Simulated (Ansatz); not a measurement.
**HfO2 under changes of volume**

One of the cells (11.152 Å³/atom); the others are scaled copies at fixed shape and fractional positions:

```
Hf O
1.0
     0.00000    2.55750    2.55750
     2.55750    0.00000    2.55750
     2.55750    2.55750    0.00000
Hf O
1 2
Cartesian
  0.0000 0.0000 0.0000
  3.8363 3.8363 3.8363
  1.2788 1.2788 1.2788
```

Measurements of this composition are mostly on another form, of space group No. 14.

```yaml
Program: Ansatz 0.2.0
Functional: RPBE
Potentials_or_basis: Ansatz PAW
Cutoff: "420 eV (not typed: the program's choice for these potentials)"
k_mesh: 9 × 9 × 9
Occupations: fermi-dirac, width 0.05 eV
Spin: no spin polarisation
```

```tsv
volume (Å³/atom)	energy over the lowest point (meV/atom)	pressure (GPa)	gap on the mesh (eV)
10.483	44.71	19.6	4.09
10.706	21.94	13.3	4.04
10.929	7.39	7.7	3.99
11.152	?	?	?
11.375	0.00	-2.1	3.89
11.598	5.84	-6.2	3.83
11.821	17.20	-10.0	3.78
```

**Question.** What does the run at 11.152 Å³/atom give?

**Answer.** Energy over the lowest point 0.33 meV/atom; pressure 2.5 GPa; gap on the mesh 3.94 eV.

Worked out: A Birch-Murnaghan fit of order 3 (a polynomial in V^(-2/3)) to the other rows has its minimum at 11.27 Å³/atom with B0 = V·E''(V) = 233 GPa and B' = 4.0. It gives 0.32 meV/atom at 11.152 Å³/atom, against the run's 0.33, and -dE/dV = 2.6 GPa, against 2.5. A straight line through the other rows of the gap, of slope -2.59 eV per unit of ln V, gives 3.93 eV, against the run's 3.94.

Energies are extrapolated to zero smearing.

Caveats: odd divisions of the mesh miss points on the zone boundary, where band edges often lie, so the gap on the mesh can be too wide; spin-orbit coupling is left out, which moves the levels of the heavy elements; the PAW data sets come from PBE, with cores solved anew for the run's functional, which leaves a small shift of forces and pressure.

A mesh can miss the band edges.
